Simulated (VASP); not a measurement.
Set up this calculation in VASP 6.6.1, as the native input.

```yaml
Task: relaxation of cell and atoms
Functional: PBE
Potentials_or_basis: VASP PAW PBE potentials, release 64 (Zr_sv, Se)
Cutoff: 520 eV
k_mesh: 8 × 8 × 5
Occupations: gaussian, width 0.1 eV
Spin: no spin polarisation
Further_INCAR_settings: ALGO = Normal; EDIFF = 1e-07; IBRION = 2; POTIM = 0.3; EDIFFG = -0.005; NSW = 60; ISIF = 3
```

The structure of ZrSe2 lies in POSCAR:

```
ZrSe2                                   
1.0
    3.8035308453     -0.0000000000      0.0000000000
   -1.9017654226      3.2939543325     -0.0000000000
    0.0000000000     -0.0000000000      6.8047982484
  Zr              Se            
     1     2
Direct
     0.0000000000000000    0.0000000000000000    0.0000000000000000
     0.3333333300000021    0.6666666699999979    0.2323920708976073
     0.6666666699999979    0.3333333300000021    0.7676079291023927
```

The input as run:

INCAR

```
SYSTEM = ZrSe2
PREC = Accurate
ENCUT = 520
EDIFF = 1E-7
ISMEAR = 0
SIGMA = 0.1
LREAL = .FALSE.
LASPH = .TRUE.
NELM = 120
ALGO = Normal
ISIF = 3
LWAVE = .FALSE.
LCHARG = .FALSE.
GGA = PE
IBRION = 2
NSW = 60
EDIFFG = -0.005
POTIM = 0.3
```

KPOINTS

```
Automatic mesh
0
G
  8 8 5
  0 0 0
```

Potentials or basis: VASP PAW PBE potentials, release 64 (Zr_sv, Se).

The run is started by

```console
$ cat potpaw_PBE.64/Zr_sv/POTCAR potpaw_PBE.64/Se/POTCAR > POTCAR
$ mpirun -np 1 vasp_std > vasp.out
```

It gave:

| Quantity | Value |
| --- | --- |
| Relaxed volume | 28.41 Å³/atom |
| Relaxed cell | a = 3.801 Å, b = 3.801 Å, c = 6.812 Å, α = 90.00°, β = 90.00°, γ = 120.00° |
| Space group after relaxing (to 0.05 Å) | P-3m1 (No. 164) |
| Energy gained by relaxing | 0.0 meV/atom |
| Ionic steps | 3 |
| Pressure after relaxing | 0.0 GPa |
| Largest force after relaxing | 0.005 eV/Å |
| Band gap on the k mesh | 0.42 eV, indirect (least direct gap 1.11 eV) |

Caveat: an odd mesh through Γ misses points on the zone boundary, where band edges often lie; this functional lacks dispersion, which binds the layers, so the pressure and a relaxed spacing across them are unreliable.

Run time: 45 s on 1 thread of AMD EPYC 9R45 96-Core Processor (Zen 5) (shared host), peak memory 0.2 GiB.
